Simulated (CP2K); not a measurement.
The system is MgTe.

```xyz
2
Lattice="4.5707 0.0000 0.0000 2.2854 3.9584 0.0000 2.2854 1.3195 3.7320" Properties=species:S:1:pos:R:3 pbc="T T T"
Te    2.2854    1.3195    0.9330
Mg    0.0000    0.0000    0.0000
```

The cell comes from a database or a generator and needn't be the stable form of this composition.

Program: CP2K 2026.2. Alike in all runs: task single point; potentials or basis POTENTIAL_UZH Te GTH-PBE-q6, Mg GTH-PBE-q10; TZVP-MOLOPT-PBE-GTH basis; no spin polarisation; cell as given; k mesh 7 × 7 × 7; smearing fermi-dirac 0.05 eV.

Problem. Order these runs on this cell by their pressure, lowest first.
A. level TASK
B. level vdW-DF2; cutoff of the non-local correlation (Ry) 300
C. level LDA

Solution. C (0.2 GPa), B (2.3 GPa), A (4.9 GPa).

Caveats: the potentials were made for another functional, which shifts forces and pressure; the basis of atomic orbitals isn't converged, which shifts pressures, moduli and gaps.

Runs at the PBE level aren't shown here.
